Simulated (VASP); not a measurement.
I:

```
I
1.0
     0.00000    2.36560    3.90984
     2.19225    0.00000    3.90984
     2.19225    2.36560    0.00000
I
1
Direct
  0.00000 0.00000 0.00000
```

Base run:

* Program: VASP 6.6.1
* Functional: PBE
* Potentials or basis: VASP PAW PBE potentials, release 64 (I)
* Cutoff: 520 eV
* k mesh: 6 × 6 × 6
* Occupations: gaussian, width 0.1 eV
* Spin: no spin polarisation

Its results: band gap on the k mesh none (metal or under the smearing width); pressure 0.6 GPa.

Q: The run is repeated on the same cell with these changes: k mesh from 6 × 6 × 6 to 1 × 4 × 1, shifted; further incar settings from ALGO = Normal; EDIFF = 1e-06; NBANDS = 10 to ALGO = Fast; EDIFF = 1e-06; NBANDS = 10; ISYM = 0. What comes out?

A: Band gap on the k mesh none (metal or under the smearing width); pressure -1.3 GPa.

Caveats: some runs use coarse meshes; an odd number of electrons without spin polarisation forces a metal; a magnetic or distorted state may lie lower.
